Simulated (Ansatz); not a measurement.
# PbO: the cost of one run

Method: reference: DFT, HSE06, plane waves, PAW, in Ansatz 0.2.0.

3 further runs of the same task are left out: 3 that didn't finish.

## 1. The structure to begin with

It takes space group Fm-3m (No. 225, cubic). The conventional cell has a = 5.213 Å, b = 5.213 Å, c = 5.213 Å, α = 90.00°, β = 90.00°, γ = 90.00°. Around Pb (site symmetry m-3m) lie 6 O at 2.61 Å. Around O (site symmetry m-3m) lie 6 Pb at 2.61 Å.

Coordinates:

```
Pb O
1.0
     0.00000    2.60652    2.60652
     2.60652    0.00000    2.60652
     2.60652    2.60652    0.00000
Pb O
1 1
Direct
  0.00000 0.00000 0.00000
  0.50000 0.50000 0.50000
```

## 2. Baseline

The input, input.yaml:

```yaml
crystal:
  lattice:
    - [0.0, 2.6065174966, 2.6065174966]
    - [2.6065174966, 0.0, 2.6065174966]
    - [2.6065174966, 2.6065174966, 0.0]
  atoms:
    - { symbol: Pb, position: [0.0, 0.0, 0.0] }
    - { symbol: O, position: [0.5, 0.5, 0.5] }
kpoints:
  mp_grid: { grid: [4, 4, 4] }
hamiltonian:
  xc: hse06
scf:
  occupations: { method: fixed }
  n_extra_bands: 4
output:
  forces: true
  stress: true
  eigenvalues: true
```

The run is started by

```bash
$ ansatz run input.yaml --threads 4 --pin off --max-ram 3686MiB --backend cpu --events-out ev --progress --plain --runs-dir out
```

What time and memory should one allow on 4 threads of AMD EPYC 7R13 (Zen 3), shared host?

About 4.5 s, with a peak of 0.67 GiB.
